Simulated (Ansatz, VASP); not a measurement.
**BAs: VASP beside Ansatz**

```xyz
2
Lattice="0.0000 2.4353 2.4353 2.4353 0.0000 2.4353 2.4353 2.4353 0.0000" Properties=species:S:1:pos:R:3 pbc="T T T"
As    3.6530    3.6530    3.6530
B     0.0000    0.0000    0.0000
```

Change from the starting cell: volume scaled by 1.06.

Alike in both runs: task single point; functional PBE; k mesh 10 × 10 × 10; occupations fermi-dirac, width 0.05 eV; no spin polarisation.

```csv
,VASP,Ansatz
version,VASP 6.6.1,Ansatz 0.2.0
potentials or method,"VASP PAW PBE potentials, release 64 (As, B)",Ansatz PAW
plane-wave cutoff (eV),520,420
valence electrons in the cell,8,18
```

Ansatz gave:

- gap on the k mesh at the Fermi level (eV): 1.24
- least direct gap on the mesh (eV): 3.21
- pressure (GPa): -4.6

Problem. What did VASP give for the same quantities?

Solution. gap on the k mesh at the Fermi level (eV): 1.23; least direct gap on the mesh (eV): 3.21; pressure (GPa): -4.1.

The two sets of potentials don't hold the same shells in valence.

A k mesh can miss the band edges.
